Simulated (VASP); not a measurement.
# SiC (P6_3mc) in VASP: a series of runs

Aim: see how the results for SiC move with the level of theory and the settings. Levels: PBE, PBE+D3, PBE+D3(BJ). Tasks: relaxation of cell and atoms, single point.

All numbers are computed with VASP 6.6.1; they aren't measurements. Logs are shortened: lines on timing, memory, paths and dates and some standing lists are left out, and cuts for length are marked.

### Step 1. The crystal as given

It takes space group P6_3mc (No. 186, hexagonal). The conventional cell has a = 3.076 Å, b = 3.076 Å, c = 10.071 Å, α = 90.00°, β = 90.00°, γ = 120.00°. Around Si (site symmetry 3m) lie 4 C at 1.88 to 1.89 Å. Around Si (site symmetry 3m) lie 4 C at 1.88 to 1.89 Å. C (site symmetry 3m) has 4 Si at 1.88 to 1.89 Å as nearest neighbours. C (site symmetry 3m) is surrounded by 4 Si at 1.88 to 1.89 Å.

The cell is a database's computed one.

### Step 2. Relaxation of cell and atoms, PBE

INCAR reads:

```
PREC     = Accurate       # precision mode
ENCUT    = 630            # plane-wave cutoff, eV
EDIFF    = 1E-6           # SCF threshold, eV
ISMEAR   = -1             # smearing method
SIGMA    = 0.05           # smearing width, eV
LREAL    = False          # projectors in reciprocal space
LASPH    = True           # aspherical terms in the spheres
NELM     = 100            # most SCF steps
ALGO     = Normal         # electronic algorithm
ISIF     = 3              # what is computed and relaxed
LWAVE    = False          # write WAVECAR
LCHARG   = False          # write CHGCAR
GGA      = PE             # functional
IBRION   = 2              # ionic algorithm
NSW      = 40             # ionic steps
EDIFFG   = -0.01          # ionic threshold
```

KPOINTS reads:

```
regular mesh
0
Gamma
  10 10 3
```

POSCAR reads:

```
SiC
1.0
    3.0756941497      0.0000000000      0.0000000000
   -1.5378470748      2.6636292679      0.0000000000
    0.0000000000      0.0000000000     10.0706464800
Si C
4 4
Direct
    0.0000000000      0.0000000000      0.1878943800
    0.0000000000      0.0000000000      0.6878943800
    0.3333333333      0.6666666667      0.4378419800
    0.6666666667      0.3333333333      0.9378419800
    0.0000000000      0.0000000000      0.0004600500
    0.0000000000      0.0000000000      0.5004600500
    0.3333333333      0.6666666667      0.2498025900
    0.6666666667      0.3333333333      0.7498025900
```

Potentials or basis: VASP PAW PBE potentials, release 64 (Si_GW, C_GW).

Command:

```console
$ cat potpaw_PBE.64/Si_GW/POTCAR potpaw_PBE.64/C_GW/POTCAR > POTCAR
$ mpirun -np 1 vasp_std > vasp.out
```

OUTCAR:

```text
PREC = Accurate
   ENCUT = 630
   EDIFF = 1E-6
   ISMEAR = -1
   LREAL = False
   LASPH = True
   NELM = 100
   ISIF = 3
   GGA = PE
   IBRION = 2
   NSW = 40
   EDIFFG = -0.01

 ion  position               nearest neighbor table
   1  0.000  0.000  0.188-   7 1.88   7 1.88   7 1.88   5 1.89   3 3.08   3 3.08   3 3.08   4 3.08
                             4 3.08   4 3.08
   2  0.000  0.000  0.688-   8 1.88   8 1.88   8 1.88   6 1.89   4 3.08   4 3.08   4 3.08   3 3.08
                             3 3.08   3 3.08
   3  0.333  0.667  0.438-   6 1.88   6 1.88   6 1.88   7 1.89   1 3.08   1 3.08   1 3.08   2 3.08
                             2 3.08   2 3.08
   4  0.667  0.333  0.938-   5 1.88   5 1.88   5 1.88   8 1.89   2 3.08   2 3.08   2 3.08   1 3.08
                             1 3.08   1 3.08
   5  0.000  0.000  0.000-   4 1.88   4 1.88   4 1.88   1 1.89
   6  0.000  0.000  0.500-   3 1.88   3 1.88   3 1.88   2 1.89
   7  0.333  0.667  0.250-   1 1.88   1 1.88   1 1.88   3 1.89
   8  0.667  0.333  0.750-   2 1.88   2 1.88   2 1.88   4 1.89

  LATTYP: Found a hexagonal cell.
 ALAT       =     3.0756941497
 C/A-ratio  =     3.2742678530

  Lattice vectors:

 A1 = (   3.0756941497,   0.0000000000,   0.0000000000)
 A2 = (  -1.5378470748,   2.6636292679,   0.0000000000)
 A3 = (   0.0000000000,   0.0000000000,  10.0706464800)

Analysis of symmetry for initial positions (statically):
=====================================================================
 Subroutine PRICEL returns:
 Original cell was already a primitive cell.

 Routine SETGRP: Setting up the symmetry group for a
 hexagonal supercell.

 Subroutine GETGRP returns: Found 12 space group operations
 (whereof  6 operations were pure point group operations)
 out of a pool of 24 trial point group operations.

The static configuration has the point symmetry C_3v.
 The point group associated with its full space group is C_6v.

Analysis of symmetry for dynamics (positions and initial velocities):
=====================================================================
 Subroutine PRICEL returns:
 Original cell was already a primitive cell.

 Routine SETGRP: Setting up the symmetry group for a
 hexagonal supercell.

 Subroutine GETGRP returns: Found 12 space group operations
 (whereof  6 operations were pure point group operations)
 out of a pool of 24 trial point group operations.

The dynamic configuration has the point symmetry C_3v.
 The point group associated with its full space group is C_6v.

 Subroutine INISYM returns: Found 12 space group operations
 (whereof  6 operations are pure point group operations),
 and found     1 'primitive' translations

----------------------------------------------------------------------------------------

                                     Primitive cell

  volume of cell :      82.5039

  direct lattice vectors                    reciprocal lattice vectors
     3.075694150  0.000000000  0.000000000     0.325129857  0.187713811  0.000000000
    -1.537847075  2.663629268  0.000000000     0.000000000  0.375427621  0.000000000
     0.000000000  0.000000000 10.070646480     0.000000000  0.000000000  0.099298491

  length of vectors
     3.075694150  3.075694150 10.070646480     0.375427621  0.375427621  0.099298491

  position of ions in fractional coordinates (direct lattice)
     0.000000000  0.000000000  0.187894380
     0.000000000  0.000000000  0.687894380
     0.333333333  0.666666667  0.437841980
     0.666666667  0.333333333  0.937841980
     0.000000000  0.000000000  0.000460050
     0.000000000  0.000000000  0.500460050
     0.333333333  0.666666667  0.249802590
     0.666666667  0.333333333  0.749802590

  ion indices of the primitive-cell ions
   primitive index   ion index
                 1           1
                 2           2
                 3           3
                 4           4
                 5           5
                 6           6
                 7           7
                 8           8

----------------------------------------------------------------------------------------

 KPOINTS: regular mesh

Automatic generation of k-mesh.
 Grid dimensions read from file:
 generate k-points for:   10   10    3

 Generating k-lattice:

  Cartesian coordinates                     Fractional coordinates (reciprocal lattice)
     0.032512986  0.018771381  0.000000000     0.100000000  0.000000000  0.000000000
     0.000000000  0.037542762  0.000000000     0.000000000  0.100000000  0.000000000
     0.000000000  0.000000000  0.033099497     0.000000000  0.000000000  0.333333333

  Length of vectors
     0.037542762  0.037542762  0.033099497

  Shift w.r.t. Gamma in fractional coordinates (k-lattice)
     0.000000000  0.000000000  0.000000000

 Subroutine IBZKPT returns following result:
 ===========================================

 Found     28 irreducible k-points:

 Following reciprocal coordinates:
            Coordinates               Weight
[... 17 lines left out ...]
   NGXF,Y,Z  is equivalent  to a cutoff of  30.27, 30.27, 27.73 a.u.
 SYSTEM =  unknown system
   PREC   = accura    normal or accurate (medium, high low for compatibility)
   ISTART =      0    job   : 0-new  1-cont  2-samecut
   ICHARG =      2    charge: 1-file 2-atom 10-const
   ISPIN  =      1    spin polarized calculation?
   LNONCOLLINEAR =      F non collinear calculations
   LSORBIT =      F    spin-orbit coupling
   LASPH  =      T    aspherical Exc in radial PAW
   ENCUT  =  630.0 eV  46.30 Ry    6.80 a.u.   6.29  6.29 20.61*2*pi/ulx,y,z
   NELM   =    100;   NELMIN=  2; NELMDL= -5     # of ELM steps
   EDIFF  = 0.1E-05   stopping-criterion for ELM
   LREAL  =      F    real-space projection
   EDIFFG = -.1E-01   stopping-criterion for IOM
   NSW    =     40    number of steps for IOM
   IBRION =      2    ionic relax: 0-MD 1-quasi-New 2-CG
   NFREE  =      1    steps in history (QN), initial steepest desc. (CG)
   ISIF   =      3    stress and relaxation
   ISYM   =      2    0-nonsym 1-usesym 2-fastsym
   POTIM  = 0.5000    time-step for ionic-motion
   TEBEG  =    0.0;   TEEND  =   0.0 temperature during run
   PSTRESS=    0.0 pullay stress
   NELECT =      32.0000    total number of electrons
   NUPDOWN=      -1.0000    fix difference up-down
   EMIN   =  10.00;   EMAX   =-10.00  energy-range for DOS
   EFERMI =   0.00;   METHOD = LEGACY
   ISMEAR =    -1;   SIGMA  =   0.05  broadening in eV -4-tet -1-fermi 0-gaus
   EFERMI_NEDOS =   21; number of points for ismear=-14 and -15
   IALGO  =     38    algorithm
   IMIX   =      4    mixing-type and parameters
     AMIX     =   0.40;   BMIX     =  1.00
     AMIX_MAG =   1.60;   BMIX_MAG =  1.00
  volume/ion in A,a.u.               =      10.31        69.60
  Fermi-wavevector in a.u.,A,eV,Ry     =   1.193897  2.256138 19.393597  1.425389
  Thomas-Fermi vector in A             =   2.329900
   LORBIT       =      0    0 simple, 1 ext, 2 COOP (PROOUT), +10 PAW based schemes
   GGA     = PE    functional components
   LHFCALC =     F    Hartree Fock is set to
   AEXX    =    0.0000 exact exchange contribution
   IVDW    =     0    specifies the selected vdW correction
   LEPSILON=     F    determine dielectric tensor
   LRPA    =     F    only Hartree local field effects (RPA)
 conjugate gradient relaxation of ions
 non-spin polarized calculation
  energy-cutoff  :      630.00
  volume of cell :       82.50
 maximum number of plane-waves:      3005
 NGX is ok and might be reduce to    28
   NGX = 13   NGY = 13   NGZ = 41

--------------------------------------- Ionic step        1  -------------------------------------------

 number of electron      31.9999999 magnetization

 Free energy of the ion-electron system (eV)
  ---------------------------------------------------
  ext. energy  EPLUGINS =         0.00000000
  ---------------------------------------------------
  free energy    TOTEN  =       -60.22995984 eV

  energy without entropy =      -60.22995984  energy(sigma->0) =      -60.22995984

------------------------ aborting loop because EDIFF is reached ----------------------------------------

  FORCE on cell =-STRESS in cart. coord.  units (eV):
  Direction    XX          YY          ZZ          XY          YZ          ZX
  --------------------------------------------------------------------------------------
  -------------------------------------------------------------------------------------
  Total        2.0888215      2.0888215      2.0202761      0.0000000      0.0000000      0.0000000
  in kB       40.5637073     40.5637073     39.2325944      0.0000000      0.0000000      0.0000000
  external PRESSURE =      40.1200030 kB  Pullay stress =       0.0000000 kB
[... 69 lines left out ...]
  energy  without entropy=      -60.2284712891  energy(sigma->0) =      -60.22847129

--------------------------------------- Ionic step        3  -------------------------------------------

 number of electron      31.9999999 magnetization

 Free energy of the ion-electron system (eV)
  ---------------------------------------------------
  ext. energy  EPLUGINS =         0.00000000
  ---------------------------------------------------
  free energy    TOTEN  =       -60.24851412 eV

  energy without entropy =      -60.24851412  energy(sigma->0) =      -60.24851412

 E-fermi :   8.7037     XC(G=0): -11.2708

 val. band max:        7.6717494848   @ k =   0.0000   0.0000   0.0000
 cond. band min:       9.8939647162   @ k =   0.5000   0.0000   0.0000
 fundamental gap:      2.2222152315
 Fermi energy:         8.7036519449

 k-point     1 :       0.0000    0.0000    0.0000
  band No.  band energies     occupation
      1      -7.6941      2.00000
      2      -6.5316      2.00000
      3      -6.4963      2.00000
      4      -4.1845      2.00000
      5      -0.8584      2.00000
      6       3.3169      2.00000
[... 550 lines left out ...]
      5      -0.4010      2.00000
      6      -0.0599      2.00000
[... 13 lines left out ...]
     20      12.5220      0.00000
     21      13.6197      0.00000

 [... further k-points ...]
[... 5 lines left out ...]
  --------------------------------------------------------------------------------------
  -------------------------------------------------------------------------------------
  Total       -0.0055599     -0.0055599      0.0163071     -0.0000000      0.0000000     -0.0000000
  in kB       -0.1060278     -0.1060278      0.3109778     -0.0000000      0.0000000     -0.0000000
  external PRESSURE =       0.0329741 kB  Pullay stress =       0.0000000 kB
[... 23 lines left out ...]
  FREE ENERGIE OF THE ION-ELECTRON SYSTEM (eV)
  ---------------------------------------------------
  free  energy   TOTEN  =       -60.2485141169 eV

  energy  without entropy=      -60.2485141169  energy(sigma->0) =      -60.24851412

 reached required accuracy - stopping structural energy minimisation
```

It took 78 s on 1 thread of Intel Xeon 6975P-C (Granite Rapids), shared host; peak memory 0.28 GiB.

What came out:

| Quantity | Value |
| --- | --- |
| Free energy | -60.2485 eV |
| Relaxed volume | 10.50 Å³/atom |
| Relaxed cell | a = 3.095 Å, b = 3.095 Å, c = 10.130 Å, α = 90.00°, β = 90.00°, γ = 120.00° |
| Space group after relaxing (to 0.05 Å) | P6_3mc (No. 186) |
| Energy gained by relaxing | 2.3 meV/atom |
| Ionic steps | 3 |
| Pressure after relaxing | 0.0 GPa |
| Largest force after relaxing | 0.007 eV/Å |
| Band gap on the k mesh | 2.22 eV, indirect (least direct gap 3.34 eV) |

Forces on the atoms (eV/Å):
```
Si   0.000  0.000 -0.001
Si   0.000  0.000 -0.001
Si   0.000  0.000  0.007
Si   0.000  0.000  0.007
C    0.000  0.000 -0.003
C    0.000  0.000 -0.003
C    0.000  0.000 -0.004
C    0.000  0.000 -0.004
```

Step by step:
```tsv
step	energy change (eV)	largest force (eV/Å)	pressure (GPa)	volume (Å³)
1	0.0000	0.0059	4.01	82.50
2	0.0015	0.0188	-3.91	85.63
3	-0.0186	0.0069	0.00	84.02
```

Final structure:
```
Si C
1.0
     3.09457    0.00000    0.00000
    -1.54728    2.67997    0.00000
     0.00000    0.00000   10.13041
Si C
4 4
Direct
  0.00000 0.00000 0.18790
  0.00000 0.00000 0.68790
  0.33333 0.66667 0.43783
  0.66667 0.33333 0.93783
  0.00000 0.00000 0.00046
  0.00000 0.00000 0.50045
  0.33333 0.66667 0.24982
  0.66667 0.33333 0.74982
```

Caveat: an odd mesh through Γ misses points on the zone boundary, where band edges often lie.

### Step 3. Single point, PBE

INCAR reads:

```
SYSTEM = SiC
ALGO = Normal ; EDIFF = 1E-6
ENCUT = 520 ; GGA = PE
ISIF = 2 ; ISMEAR = 0
LASPH = .True. ; LCHARG = .False.
LREAL = .False. ; LWAVE = .False.
NELM = 60 ; PREC = Accurate
SIGMA = 0.014
```

KPOINTS reads:

```
k-points
0
Gamma
  10 10 3
  0 0 0
```

POSCAR is that of step 2.

Potentials or basis: VASP PAW PBE potentials, release 64 (Si, C).

Command:

```console
$ cat potpaw_PBE.64/Si/POTCAR potpaw_PBE.64/C/POTCAR > POTCAR
$ mpirun -np 1 vasp_std > vasp.out
```

Wall time 35 s (1 thread of Intel Xeon Platinum 8488C (Sapphire Rapids), shared host); peak memory 0.2 GiB.

The run converged. Its results:

* Free energy: -60.2310 eV
* Pressure: 3.9 GPa
* Largest force: 0.005 eV/Å
* Band gap on the k mesh: 2.23 eV, indirect (least direct gap 3.35 eV)

Forces on the atoms (eV/Å):
```
Si   0.000  0.000  0.002
Si   0.000  0.000  0.002
Si   0.000  0.000 -0.005
Si   0.000  0.000 -0.005
C    0.000  0.000 -0.002
C    0.000  0.000 -0.002
C    0.000  0.000  0.005
C    0.000  0.000  0.005
```

Stress tensor (GPa, compression positive):
```
3.91 0.00 0.00
0.00 3.91 0.00
0.00 0.00 3.77
```

Levels at points of the mesh, in eV from the valence-band top:
```
           k point  band 12  band 13  band 14  band 15  band 16  band 17  band 18  band 19  band 20  band 21
(0.00, 0.00, 0.00)    -0.58    -0.58    -0.05     0.00     0.00     5.12     5.70     6.32     6.34     7.00
(0.50, 0.00, 0.00)    -2.39    -2.36    -2.22    -1.58    -1.12     2.23     2.36     4.23     4.76     5.31
```

Caveat: an odd mesh through Γ misses points on the zone boundary, where band edges often lie. As with any semilocal functional, this PBE gap is likely too small.

(Part 1 of 2 ends here.)
